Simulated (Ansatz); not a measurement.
## ZnS (Wurtzite-2H) in Ansatz: the effect of exact exchange

ZnS (Wurtzite-2H):

```xyz
4
Lattice="3.8110 0.0000 0.0000 -1.9055 3.3004 0.0000 0.0000 0.0000 6.2340" Properties=species:S:1:pos:R:3 pbc="T T T"
Zn    1.9055    1.1001    3.1170
Zn    0.0000    2.2003    0.0000
S     1.9055    1.1001    5.5171
S     0.0000    2.2003    2.4001
```

Alike in all runs:

- Program: Ansatz 0.2.0
- Task: single point
- Functional: HSE06 form with a typed share of exact exchange
- Potentials or basis: Ansatz PAW
- Cutoff: 420 eV (not typed: the program's choice for these potentials)
- k mesh: 4 × 4 × 3
- Occupations: fermi-dirac, width 0.05 eV
- Spin: no spin polarisation

Problem. One run gave: gap on the mesh 2.98 eV; pressure 2.1 GPa. Which exact exchange did it use?
A. 0.05
B. 0.15
C. 0.25
D. 0.4
E. 0.3

Solution. B.

```tsv
exact exchange	gap on the mesh (eV)	pressure (GPa)
0.05	2.49	2.4
0.1	2.73	2.2
0.15	2.98	2.1
0.2	3.23	1.9
0.25	3.49	1.8
0.3	3.74	1.7
0.4	4.27	1.5
0.5	4.79	1.3
```

Caveats: all runs use coarse meshes; odd divisions of the mesh miss points on the zone boundary, where band edges often lie, so the gap on the mesh can be too wide; the PAW data sets come from PBE, with cores solved anew for the run's functional, which leaves a small shift of forces and pressure; the thresholds are loose for stress.

